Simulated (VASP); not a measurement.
# Pb (P6_3/mmc) in VASP: a series of runs

Runs on Pb. Level: PBE. Tasks: density of states, electric field gradients.

Program: VASP 6.6.1. These are calculated values, not measurements. Logs are shortened: lines on timing, memory, paths and dates and some standing lists are left out, and cuts for length are marked.

## Step 1: Starting point

The structure is hexagonal, space group P6_3/mmc (No. 194). Conventional cell: a = 3.480 Å, b = 3.480 Å, c = 5.590 Å, α = 90.00°, β = 90.00°, γ = 120.00°. Pb (site symmetry -6m2) has 12 Pb at 3.44 to 3.48 Å as nearest neighbours.

This isn't the form of Pb at room conditions, which is fcc.

## Step 2: Density of states, PBE

The input, POSCAR:

```
Pb
1.0
    3.4800006906      0.0000000000      0.0000000000
   -1.7400003453      3.0137690032      0.0000000000
    0.0000000000      0.0000000000      5.5900000000
Pb
2
Direct
    0.3333333333      0.6666666667      0.2500000000
    0.6666666667      0.3333333333      0.7500000000
```

The input, INCAR.step1:

```
SYSTEM = Pb
PREC = Accurate
ENCUT = 520
EDIFF = 1E-6
ISMEAR = -1
SIGMA = 0.08
LREAL = .FALSE.
LASPH = .TRUE.
NELM = 100
ALGO = Fast
ISIF = 2
LWAVE = .FALSE.
LCHARG = .TRUE.
GGA = PE
NBANDS = 21
```

The input, KPOINTS.step1:

```
Automatic mesh
0
G
  14 14 8
  0 0 0
```

The input, INCAR.step2:

```
SYSTEM = Pb
PREC = Accurate
ENCUT = 520
EDIFF = 1E-6
ISMEAR = -5
SIGMA = 0.08
LREAL = .FALSE.
LASPH = .TRUE.
NELM = 100
ALGO = Fast
ISIF = 2
LWAVE = .FALSE.
LCHARG = .FALSE.
GGA = PE
LORBIT = 11
NBANDS = 21
NEDOS = 2001
ICHARG = 11
```

The input, KPOINTS.step2:

```
Automatic mesh
0
G
  21 21 12
  0 0 0
```

Potentials or basis: VASP PAW PBE potentials, release 64 (Pb_d).

The run is started by

```sh
$ cat potpaw_PBE.64/Pb_d/POTCAR > POTCAR
$ cp INCAR.step1 INCAR
$ cp KPOINTS.step1 KPOINTS
$ mpirun -np 1 vasp_std > vasp.out
$ cp INCAR.step2 INCAR
$ cp KPOINTS.step2 KPOINTS
$ mpirun -np 1 vasp_std > vasp.out
```

OUTCAR:

```text
SYSTEM = Pb
   PREC = Accurate
   ENCUT = 520
   EDIFF = 1E-6
   ISMEAR = -5
   LREAL = .FALSE.
   LASPH = .TRUE.
   NELM = 100
   ISIF = 2
   GGA = PE
   LORBIT = 11
   ICHARG = 11

 ion  position               nearest neighbor table
   1  0.333  0.667  0.250-   2 3.44   2 3.44   2 3.44   2 3.44   2 3.44   2 3.44
   2  0.667  0.333  0.750-   1 3.44   1 3.44   1 3.44   1 3.44   1 3.44   1 3.44

  LATTYP: Found a hexagonal cell.
 ALAT       =     3.4800006906
 C/A-ratio  =     1.6063215203

  Lattice vectors:

 A1 = (   3.4800006906,   0.0000000000,   0.0000000000)
 A2 = (  -1.7400003453,   3.0137690032,   0.0000000000)
 A3 = (   0.0000000000,   0.0000000000,   5.5900000000)

Analysis of symmetry for initial positions (statically):
=====================================================================
 Subroutine PRICEL returns:
 Original cell was already a primitive cell.

 Routine SETGRP: Setting up the symmetry group for a
 hexagonal supercell.

 Subroutine GETGRP returns: Found 24 space group operations
 (whereof 12 operations were pure point group operations)
 out of a pool of 24 trial point group operations.

The static configuration has the point symmetry D_3d.
 The point group associated with its full space group is D_6h.

Analysis of symmetry for dynamics (positions and initial velocities):
=====================================================================
 Subroutine PRICEL returns:
 Original cell was already a primitive cell.

 Routine SETGRP: Setting up the symmetry group for a
 hexagonal supercell.

 Subroutine GETGRP returns: Found 24 space group operations
 (whereof 12 operations were pure point group operations)
 out of a pool of 24 trial point group operations.

The dynamic configuration has the point symmetry D_3d.
 The point group associated with its full space group is D_6h.

 Subroutine INISYM returns: Found 24 space group operations
 (whereof 12 operations are pure point group operations),
 and found     1 'primitive' translations

----------------------------------------------------------------------------------------

                                     Primitive cell

  volume of cell :      58.6275

  direct lattice vectors                    reciprocal lattice vectors
     3.480000691  0.000000000  0.000000000     0.287356265  0.165905217  0.000000000
    -1.740000345  3.013769003  0.000000000     0.000000000  0.331810434  0.000000000
     0.000000000  0.000000000  5.590000000     0.000000000  0.000000000  0.178890877

  length of vectors
     3.480000691  3.480000691  5.590000000     0.331810434  0.331810434  0.178890877

  position of ions in fractional coordinates (direct lattice)
     0.333333333  0.666666667  0.250000000
     0.666666667  0.333333333  0.750000000

  ion indices of the primitive-cell ions
   primitive index   ion index
                 1           1
                 2           2

----------------------------------------------------------------------------------------

 KPOINTS: Automatic mesh

Automatic generation of k-mesh.
 Grid dimensions read from file:
 generate k-points for:   21   21   12

 Generating k-lattice:

  Cartesian coordinates                     Fractional coordinates (reciprocal lattice)
     0.013683632  0.007900248  0.000000000     0.047619048  0.000000000  0.000000000
     0.000000000  0.015800497  0.000000000     0.000000000  0.047619048  0.000000000
     0.000000000  0.000000000  0.014907573     0.000000000  0.000000000  0.083333333

  Length of vectors
     0.015800497  0.015800497  0.014907573

  Shift w.r.t. Gamma in fractional coordinates (k-lattice)
     0.000000000  0.000000000  0.000000000

 TETIRR: Found   5376 inequivalent tetrahedra from    31752

 Subroutine IBZKPT returns following result:
 ===========================================

 Found    336 irreducible k-points:

 Following reciprocal coordinates:
            Coordinates               Weight
  0.000000  0.000000  0.000000      1.000000
  0.047619  0.000000  0.000000      6.000000
  0.095238  0.000000  0.000000      6.000000
  0.142857  0.000000  0.000000      6.000000
  0.190476  0.000000  0.000000      6.000000
  0.238095  0.000000  0.000000      6.000000
[... 16 lines left out ...]
  0.142857  0.095238  0.000000     12.000000
  0.190476  0.095238  0.000000     12.000000
 [... further k-points ...]
   k-points           NKPTS =    336   k-points in BZ     NKDIM =    336   number of bands    NBANDS=     21
   number of dos      NEDOS =   2001   number of ions     NIONS =      2
   total plane-waves  NPLWV =  32928
   dimension x,y,z NGX =    28 NGY =   28 NGZ =   42
   dimension x,y,z NGXF=    56 NGYF=   56 NGZF=   84
   ions per type =               2
   NGX,Y,Z   is equivalent  to a cutoff of  13.38, 13.38, 12.49 a.u.
   NGXF,Y,Z  is equivalent  to a cutoff of  26.75, 26.75, 24.98 a.u.
 SYSTEM =  Pb
   PREC   = accura    normal or accurate (medium, high low for compatibility)
   ISTART =      0    job   : 0-new  1-cont  2-samecut
   ICHARG =     11    charge: 1-file 2-atom 10-const
   ISPIN  =      1    spin polarized calculation?
   LNONCOLLINEAR =      F non collinear calculations
   LSORBIT =      F    spin-orbit coupling
   LASPH  =      T    aspherical Exc in radial PAW
   ENCUT  =  520.0 eV  38.22 Ry    6.18 a.u.   6.47  6.47 10.39*2*pi/ulx,y,z
   NELM   =    100;   NELMIN=  2; NELMDL=  0     # of ELM steps
   EDIFF  = 0.1E-05   stopping-criterion for ELM
   LREAL  =      F    real-space projection
   EDIFFG = 0.1E-04   stopping-criterion for IOM
   NSW    =      0    number of steps for IOM
   IBRION =     -1    ionic relax: 0-MD 1-quasi-New 2-CG
   NFREE  =      0    steps in history (QN), initial steepest desc. (CG)
   ISIF   =      2    stress and relaxation
   ISYM   =      2    0-nonsym 1-usesym 2-fastsym
   POTIM  = 0.5000    time-step for ionic-motion
   TEBEG  =    0.0;   TEEND  =   0.0 temperature during run
   PSTRESS=    0.0 pullay stress
   NELECT =      28.0000    total number of electrons
   NUPDOWN=      -1.0000    fix difference up-down
   EMIN   =  10.00;   EMAX   =-10.00  energy-range for DOS
   EFERMI =   0.00;   METHOD = LEGACY
   ISMEAR =    -5;   SIGMA  =   0.08  broadening in eV -4-tet -1-fermi 0-gaus
   EFERMI_NEDOS =   21; number of points for ismear=-14 and -15
   IALGO  =     68    algorithm
   IMIX   =      4    mixing-type and parameters
     AMIX     =   0.40;   BMIX     =  1.00
     AMIX_MAG =   1.60;   BMIX_MAG =  1.00
  volume/ion in A,a.u.               =      29.31       197.82
  Fermi-wavevector in a.u.,A,eV,Ry     =   1.279658  2.418202 22.279864  1.637524
  Thomas-Fermi vector in A             =   2.412130
   LORBIT       =     11    0 simple, 1 ext, 2 COOP (PROOUT), +10 PAW based schemes
   GGA     = PE    functional components
   LHFCALC =     F    Hartree Fock is set to
   AEXX    =    0.0000 exact exchange contribution
   IVDW    =     0    specifies the selected vdW correction
   LEPSILON=     F    determine dielectric tensor
   LRPA    =     F    only Hartree local field effects (RPA)
 non-spin polarized calculation
 RMM-DIIS sequential band-by-band and
 Fermi weights with tetrahedron method with Bloechl corrections
  energy-cutoff  :      520.00
  volume of cell :       58.63
 maximum number of plane-waves:      1605
 NGX is ok and might be reduce to    28

 number of electron      28.0000005 magnetization

 Free energy of the ion-electron system (eV)
  ---------------------------------------------------
  ext. energy  EPLUGINS =         0.00000000
  ---------------------------------------------------
  free energy    TOTEN  =        -7.03222102 eV

  energy without entropy =       -7.03222102  energy(sigma->0) =       -7.03222102

 E-fermi :   7.6328     XC(G=0): -10.3504

 val. band max:        7.7098513217   @ k =   0.2857   0.2857   0.0833
 cond. band min:       7.5217861933   @ k =   0.3333   0.0476   0.1667
 fundamental gap:     -0.1880651284
 Fermi energy:         7.6327681026

 k-point     1 :       0.0000    0.0000    0.0000
  band No.  band energies     occupation
      1      -9.4737      2.00000
      2      -9.4253      2.00000
      3      -9.4133      2.00000
      4      -9.4133      2.00000
      5      -9.3884      2.00000
      6      -9.3884      2.00000
[... 13 lines left out ...]
     20      16.6966      0.00000
     21      19.1871      0.00000

 k-point     2 :       0.0476    0.0000    0.0000
  band No.  band energies     occupation
      1      -9.4714      2.00000
      2      -9.4316      2.00000
      3      -9.4075      2.00000
      4      -9.4048      2.00000
      5      -9.3873      2.00000
      6      -9.3829      2.00000
[... 13 lines left out ...]
     20      16.9253      0.00000
     21      18.9621      0.00000

 k-point     3 :       0.0952    0.0000    0.0000
  band No.  band energies     occupation
      1      -9.4701      2.00000
      2      -9.4369      2.00000
      3      -9.3921      2.00000
      4      -9.3909      2.00000
      5      -9.3805      2.00000
      6      -9.3668      2.00000
[... 13 lines left out ...]
     20      17.4847      0.00000
     21      18.4909      0.00000
[... 457 lines left out ...]
 k-point    23 :       0.1429    0.0952    0.0000
  band No.  band energies     occupation
      1      -9.4791      2.00000
      2      -9.4471      2.00000
      3      -9.3942      2.00000
      4      -9.3825      2.00000
      5      -9.3680      2.00000
      6      -9.3417      2.00000
[... 13 lines left out ...]
     20      16.9488      0.00000
     21      17.7572      0.00000

 k-point    24 :       0.1905    0.0952    0.0000
  band No.  band energies     occupation
      1      -9.4998      2.00000
      2      -9.4325      2.00000
      3      -9.4165      2.00000
      4      -9.3930      2.00000
      5      -9.3626      2.00000
      6      -9.3110      2.00000
[... 13 lines left out ...]
     20      16.3406      0.00000
     21      18.5209      0.00000

 [... further k-points ...]

------------------------ aborting loop because EDIFF is reached ----------------------------------------

  FORCE on cell =-STRESS in cart. coord.  units (eV):
  Direction    XX          YY          ZZ          XY          YZ          ZX
  --------------------------------------------------------------------------------------
  -------------------------------------------------------------------------------------
  Total        1.2786445      1.2786445      1.8361200     -0.0000000      0.0000000      0.0000000
  in kB       34.9429293     34.9429293     50.1776752     -0.0000000      0.0000000      0.0000000
  external PRESSURE =      40.0211780 kB  Pullay stress =       0.0000000 kB

 VOLUME and BASIS-vectors are now :
 -----------------------------------------------------------------------------
  energy-cutoff  :      520.00
  volume of cell :       58.63
      direct lattice vectors                 reciprocal lattice vectors
     3.480000691  0.000000000  0.000000000     0.287356265  0.165905217  0.000000000
    -1.740000345  3.013769003  0.000000000     0.000000000  0.331810434  0.000000000
     0.000000000  0.000000000  5.590000000     0.000000000  0.000000000  0.178890877

 POSITION                                       TOTAL-FORCE (eV/Angst)
 -----------------------------------------------------------------------------------
     -0.00000      2.00918      1.39750         0.000000     -0.000000     -0.000000
      1.74000      1.00459      4.19250        -0.000000      0.000000      0.000000
 -----------------------------------------------------------------------------------
    total drift:                               -0.000000      0.000000      0.000000

  FREE ENERGIE OF THE ION-ELECTRON SYSTEM (eV)
  ---------------------------------------------------
  free  energy   TOTEN  =        -7.0322210201 eV

  energy  without entropy=       -7.0322210201  energy(sigma->0) =       -7.03222102

 total charge

# of ion       s       p       d       tot
------------------------------------------
    1        1.399   0.763   9.812  11.974
    2        1.399   0.763   9.812  11.974
--------------------------------------------------
tot          2.797   1.527  19.624  23.948
```

It took 3.8 min on 1 thread of Intel Xeon 6975P-C (Granite Rapids), shared host; peak memory 0.41 GiB.

Results:

- Valence electrons inside the program's atomic spheres: Pb 11.97

States per cell in windows of 0.5 eV (zero at the Fermi level; states under -8 eV left out):
```
from (eV)  total  Pb1_p  Pb2_p  Pb1_s  Pb2_s  Pb1_d  Pb2_d
     -8.0   0.52   0.01   0.01   0.17   0.17   0.00   0.00
     -7.5   0.74   0.01   0.01   0.26   0.26   0.00   0.00
     -7.0   0.44   0.00   0.00   0.16   0.16   0.00   0.00
     -6.5   0.00   0.00   0.00   0.00   0.00   0.00   0.00
     -6.0   0.00   0.00   0.00   0.00   0.00   0.00   0.00
     -5.5   0.00   0.00   0.00   0.00   0.00   0.00   0.00
     -5.0   0.00   0.00   0.00   0.00   0.00   0.00   0.00
     -4.5   0.01   0.00   0.00   0.00   0.00   0.00   0.00
     -4.0   0.17   0.03   0.03   0.00   0.00   0.00   0.00
     -3.5   0.43   0.08   0.08   0.01   0.01   0.00   0.00
     -3.0   0.69   0.12   0.12   0.02   0.02   0.00   0.00
     -2.5   0.63   0.11   0.11   0.02   0.02   0.00   0.00
     -2.0   0.42   0.07   0.07   0.02   0.02   0.00   0.00
     -1.5   0.59   0.11   0.11   0.02   0.02   0.01   0.01
     -1.0   0.44   0.08   0.08   0.02   0.02   0.01   0.01
     -0.5   0.62   0.12   0.12   0.02   0.02   0.01   0.01
      0.0   0.46   0.09   0.09   0.01   0.01   0.01   0.01
      0.5   0.59   0.11   0.11   0.02   0.02   0.01   0.01
      1.0   0.51   0.10   0.10   0.01   0.01   0.01   0.01
      1.5   0.62   0.13   0.13   0.01   0.01   0.01   0.01
      2.0   0.73   0.15   0.15   0.01   0.01   0.01   0.01
      2.5   0.65   0.14   0.14   0.01   0.01   0.01   0.01
      3.0   0.70   0.15   0.15   0.01   0.01   0.01   0.01
      3.5   0.65   0.14   0.14   0.01   0.01   0.01   0.01
      4.0   0.74   0.17   0.17   0.01   0.01   0.01   0.01
      4.5   0.71   0.17   0.17   0.01   0.01   0.01   0.01
      5.0   0.65   0.16   0.16   0.00   0.00   0.01   0.01
      5.5   0.41   0.10   0.10   0.00   0.00   0.01   0.01
      6.0   0.39   0.08   0.08   0.00   0.00   0.01   0.01
      6.5   0.44   0.06   0.06   0.00   0.00   0.02   0.02
      7.0   0.62   0.06   0.06   0.01   0.01   0.03   0.03
      7.5   0.62   0.05   0.05   0.01   0.01   0.03   0.03
```

Caveat: tetrahedron occupations give inexact forces and stress in metals. The run has no spin-orbit coupling, so splittings on Pb are missing.

(Continued in part 2 of 2.)
